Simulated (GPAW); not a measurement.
# GaSb: band structure with PBE

**Experimental background.**

A printed reference work, data compilation reports, for a bulk crystal of GaSb at 4.2 K: band gap 0.811 eV (direct).

GaSb:

```
CELL_PARAMETERS angstrom
0.00000 3.05900 3.05900
3.05900 0.00000 3.05900
3.05900 3.05900 0.00000
ATOMIC_POSITIONS crystal
Sb 0.75000 0.75000 0.75000
Ga 0.00000 0.00000 0.00000
```

```yaml
Program: GPAW 26.7.0
Task: band structure
Functional: PBE
Potentials_or_basis: GPAW PAW data sets (gpaw-data 1.2.1)
Basis: fd
Grid_spacing: 0.2 Å
k_mesh: 6 × 6 × 6
Occupations: fermi-dirac, width 0.05 eV
Spin: no spin polarisation
Maxiter: 150
Band_path: GXWKGLUWLK,UX
Band_points: 100
```

```json
{"Band gap on the k mesh": "0.09 eV, direct", "Band gap along the path": "0.09 eV, direct"}
```

Levels at the corners of the path, in eV from the valence-band top:
| point | band 5 | band 6 | band 7 | band 8 | band 9 | band 10 | band 11 | band 12 | band 13 | band 14 |
| --- | --- | --- | --- | --- | --- | --- | --- | --- | --- | --- |
| Γ | -28.73 | -11.44 | 0.00 | 0.00 | 0.00 | 0.09 | 2.81 | 2.82 | 2.82 | 5.86 |
| X | -28.73 | -9.06 | -6.76 | -2.56 | -2.56 | 0.94 | 1.27 | 8.75 | 8.75 | 10.12 |
| W | -28.73 | -9.02 | -6.62 | -3.34 | -3.11 | 3.72 | 4.35 | 4.46 | 4.80 | 9.94 |
| K | -28.73 | -9.13 | -6.58 | -3.60 | -2.18 | 1.43 | 3.91 | 6.66 | 6.86 | 7.59 |
| Γ | -28.73 | -11.44 | 0.00 | 0.00 | 0.00 | 0.09 | 2.81 | 2.82 | 2.82 | 5.86 |
| L | -28.73 | -9.87 | -6.33 | -1.15 | -1.15 | 0.44 | 3.79 | 3.79 | 6.51 | 9.40 |
| U | -28.73 | -9.13 | -6.58 | -3.60 | -2.18 | 1.43 | 3.91 | 6.66 | 6.86 | 7.59 |
| W | -28.73 | -9.02 | -6.62 | -3.34 | -3.11 | 3.72 | 4.35 | 4.46 | 4.80 | 9.94 |
| L | -28.73 | -9.87 | -6.33 | -1.15 | -1.15 | 0.44 | 3.79 | 3.79 | 6.51 | 9.40 |
| K | -28.73 | -9.13 | -6.58 | -3.60 | -2.18 | 1.43 | 3.91 | 6.66 | 6.86 | 7.59 |
| U | -28.73 | -9.13 | -6.58 | -3.60 | -2.18 | 1.43 | 3.91 | 6.66 | 6.86 | 7.59 |
| X | -28.73 | -9.06 | -6.76 | -2.56 | -2.56 | 0.94 | 1.27 | 8.75 | 8.75 | 10.12 |

Run time: 110 s on 1 thread of Intel(R) Xeon(R) Platinum 8488C (Sapphire Rapids), on a shared host, peak memory 0.46 GiB.

A measured gap of GaSb is 0.811 eV (direct; 4.2 K; a printed reference work, data compilation); the calculated 0.09 eV misses it by -0.72 eV. Spin-orbit coupling on Ga, Sb is left out. The value is that of PBE, without temperature or zero-point motion. Semilocal functionals fall short of measured gaps as a rule.

Caveat: spin-orbit coupling is left out, which moves the levels of the heavy elements.
